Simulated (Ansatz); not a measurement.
HfO2: 179Hf nuclear quadrupole resonance

Cell: a COD entry, its atoms then relaxed with PBE in this cell.

Space group P2_1/c (No. 14); a = 5.1180, b = 5.1857, c = 5.2841 Å, β = 99.35°.

```
site  Wyckoff  site symmetry       x       y       z
  Hf       4e              1  0.2767  0.0419  0.2081
  O5       4e              1  0.4466  0.7584  0.4803
  O9       4e              1  0.0726  0.3393  0.3389
```

One atom of each set is listed.

All values are calculated (Ansatz; DFT, PBEsol, plane waves and PAW, scalar-relativistic, 420 eV cutoff, Γ-centred 6×6×6 k-points, Fermi–Dirac smearing 0.02 eV), not measured.

179Hf: I = 9/2, Q = 3793 mb (year-2017 value). Static lattice, zero field.

Question: Predict the zero-field 179Hf lines of each site.

Answer: For I = 9/2 and η = 0 the lines are |C_Q|/24 times 1, 2, 3 and 4; η shifts the lowest up most.

```csv
site,atoms,V_zz (10²¹ V/m²),C_Q (MHz),η,line frequencies (MHz)
Hf,4,12.50,1146,0.16,"57.5, 92.9, 142.6, 190.6"
```

Question: And for Hf-177 (I = 7/2, Q = 3365 mb) on Hf?

Answer: C_Q scales with Q to 1017 MHz, with lines at 79.0, 143.3, 217.3 MHz.

Without spin–orbit coupling the gradients at and beside Hf can be off by some per cent, at some sites by more.
